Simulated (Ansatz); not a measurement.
Energy landscape near a AlN structure

Level of theory: DFT PBE, scalar-relativistic, plane waves, PAW (Ansatz).

Settings: cutoff 420 eV, Γ-centred mesh 9×9×6 on the computed 4-atom cell, Gaussian smearing of 0.02 eV; no spin polarisation.

Reference cell:

```
CELL_PARAMETERS angstrom
3.11100 0.00000 0.00000
-1.55550 2.69421 0.00000
0.00000 0.00000 4.97800
ATOMIC_POSITIONS crystal
Al 0.33333 0.66667 0.00000
Al 0.66667 0.33333 0.50000
N 0.33333 0.66667 0.38500
N 0.66667 0.33333 0.88500
```

Each variant moves atoms of this cell by the vectors given, if any (Å), and then applies a symmetric strain (tensor components, Cartesian axes). The reference cell isn't relaxed at this level. Energies are per atom at zero smearing, counted from the lowest variant. Pressure is positive in compression.

1. strain (xx yy zz yz xz xy, %) -2.45 -2.45 6.55 0.00 0.00 0.00; moves: Al1 (0.000, 0.000, -0.060); Al2 (0.000, 0.000, -0.060); N3 (0.000, 0.000, 0.060); N4 (0.000, 0.000, 0.060)
2. strain (xx yy zz yz xz xy, %) -1.82 -1.82 4.17 0.00 0.00 0.00; moves: Al1 (0.000, 0.000, 0.150); Al2 (0.000, 0.000, 0.150); N3 (0.000, 0.000, -0.150); N4 (0.000, 0.000, -0.150)
3. strain (xx yy zz yz xz xy, %) 3.35 -0.26 -1.65 0.13 4.00 0.63; moves: Al1 (0.251, 0.042, -0.103); Al2 (-0.024, 0.106, -0.006); N3 (-0.287, 0.042, -0.073); N4 (0.059, -0.191, 0.182)
4. strain (xx yy zz yz xz xy, %) 2.54 2.54 4.04 0.00 0.00 0.00; moves: Al1 (0.000, 0.000, 0.150); Al2 (0.000, 0.000, 0.150); N3 (0.000, 0.000, -0.150); N4 (0.000, 0.000, -0.150)
5. no strain; moves: Al1 (0.000, 0.045, 0.000)
6. strain (xx yy zz yz xz xy, %) 5.34 5.34 -0.66 0.00 0.00 0.00; moves: Al1 (0.000, 0.000, 0.150); Al2 (0.000, 0.000, 0.150); N3 (0.000, 0.000, -0.150); N4 (0.000, 0.000, -0.150)

```csv
variant,ΔE (meV/atom),P (GPa),largest force (eV/Å),gap on mesh (eV),space group
1,135.2,9.53,1.42,3.77,P6_3mc
2,?,?,?,?,?
3,661.7,19.06,8.94,2.71,P1
4,?,?,?,?,?
5,0.0,4.19,0.82,4.15,Cm
6,567.2,7.48,8.40,3.35,P6_3mc
```

Problem. Give the withheld rows.

Solution.
```
variant  ΔE (meV/atom) P (GPa) largest force (eV/Å) gap on mesh (eV) space group
      2          297.0    10.51                  5.50              3.52       P6_3mc
      4          343.6    -1.21                  5.72              3.12       P6_3mc
```

An odd mesh misses points on the zone edge, so a gap read on it can be too wide.